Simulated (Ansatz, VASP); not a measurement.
RbBr: VASP beside Ansatz

Contents of INCAR:

```
SYSTEM = RbBr
PREC = Accurate ; ENCUT = 520
EDIFF = 1E-6 ; ISMEAR = 0
SIGMA = 0.1 ; LREAL = .False.
LASPH = .True. ; NELM = 80
ALGO = Normal ; ISIF = 2
LWAVE = .False. ; LCHARG = .False.
GGA = PE ; NBANDS = 15
```

Contents of KPOINTS:

```
regular mesh
0
Gamma
  4 4 4
  0 0 0
```

POSCAR

```
RbBr
1.0
    4.1260773000      0.0000000000      0.0000000000
    0.0000000000      4.1260773000      0.0000000000
    0.0000000000      0.0000000000      4.1260773000
Rb Br
1 1
Direct
    0.0000000000      0.0000000000      0.0000000000
    0.5000000000      0.5000000000      0.5000000000
```

Input for Ansatz:

```yaml
crystal:
  lattice:
    - [4.1260773, 0.0, 0.0]
    - [0.0, 4.1260773, 0.0]
    - [0.0, 0.0, 4.1260773]
  atoms:
    - { symbol: Rb, position: [0.0, 0.0, 0.0] }
    - { symbol: Br, position: [0.5, 0.5, 0.5] }
basis:
  ecutwfc: 420
kpoints:
  mp_grid: { grid: [4, 4, 4] }
hamiltonian:
  xc: pbe
scf:
  occupations: { method: gaussian, width: 0.1 }
output:
  forces: true
  stress: true
  eigenvalues: true
```

The cell comes from a database or a generator and needn't be the stable form of this composition.

Alike in both runs: task single point; functional PBE; k mesh 4 × 4 × 4; occupations gaussian, width 0.1 eV; no spin polarisation.

|  | VASP | Ansatz |
| --- | --- | --- |
| version | VASP 6.6.1 | Ansatz 0.2.0 |
| potentials or method | VASP PAW PBE potentials, release 64 (Rb_sv, Br) | scalar-relativistic, plane waves, PAW |
| plane-wave cutoff (eV) | 520 | 420 |
| valence electrons in the cell | 16 | 16 |

|  | VASP | Ansatz | Ansatz less VASP |
| --- | --- | --- | --- |
| gap on the k mesh at the Fermi level (eV) | 4.08 | 4.08 | +0.002 |
| least direct gap on the mesh (eV) | 4.23 | 4.23 | +0.001 |
| pressure (GPa) | 0.9 | 0.8 | -0.04 |

A k mesh can miss the band edges. As with any semilocal functional, this PBE gap is likely too small.
